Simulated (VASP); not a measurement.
# AlNi₃, self-consistent run: which settings are enough?

AlNi₃, Pm-3m (no. 221), 4 atoms in the cell. LAK; PAW potentials Ni, Al (PBE set). VASP 6.6.1.

Wanted: energy within 0.2 meV/atom; Fermi level within 0.005 eV.

What the run is for: comparing ways to start; Accuracy asked: tight.

POSCAR:
```
AlNi3
1.0
    3.5230547267      0.0000000000      0.0000000000
    0.0000000000      3.5230547267      0.0000000000
    0.0000000000      0.0000000000      3.5230547267
Ni Al
3 1
Direct
    0.5000000000      0.5000000000      0.0000000000
    0.5000000000      0.0000000000      0.5000000000
    0.0000000000      0.5000000000      0.5000000000
    0.0000000000      0.0000000000      0.0000000000
```

## How the run starts (with a second run first, the time holds both)

| How the run starts (with a second run first, the time holds both) | Energy less reference (meV/atom) | Fermi level (eV) | Time (s) |
|---|---|---|---|
| from scratch: 19 SCF iterations | 0.00 | 10.2183 | 128 |
| PBE orbitals (WAVECAR): 13 + 13 SCF iterations | 0.00 | 10.2183 | 128 |
| PBE density (CHGCAR): 13 + 18 SCF iterations | 0.00 | 10.2185 | 163 |
| loose PBE orbitals: 11 + 13 SCF iterations | 0.00 | 10.2183 | 136 |

## Question

For each series: keep the first row unless others stay within half of the tolerance and take at least 30 % less time, and then take the fastest.

## Answer

- How the run starts (with a second run first, the time holds both): from scratch: 19 SCF iterations

The chosen settings are those of the reference run.

## The input

INCAR:
```
METAGGA = LAK
ISPIN = 2
MAGMOM = 1 1 1 0
LORBIT = 11
ISMEAR = 1
SIGMA = 0.1
LWAVE = F
LCHARG = F
ISIF = 2
PREC = Accurate
LASPH = T
LREAL = F
ALGO = Normal
EDIFF = 1E-6
NELM = 200
GGA_COMPAT = F
ENCUT = 440
LMAXMIX = 4
LMIXTAU = T
```

KPOINTS:
```
k-points
0
Gamma
  9 9 9
```

Commands:
```
cat potpaw_PBE.64/Ni/POTCAR potpaw_PBE.64/Al/POTCAR > POTCAR
mpirun -np 1 vasp_std > vasp.out
```

Limits: The moments start parallel; another order may lie lower.

The chosen input took VASP 6.6.1 128 s on 1 core (Intel Xeon Platinum 8259CL @ 2.50GHz (Skylake/Cascade Lake)), a shared host.
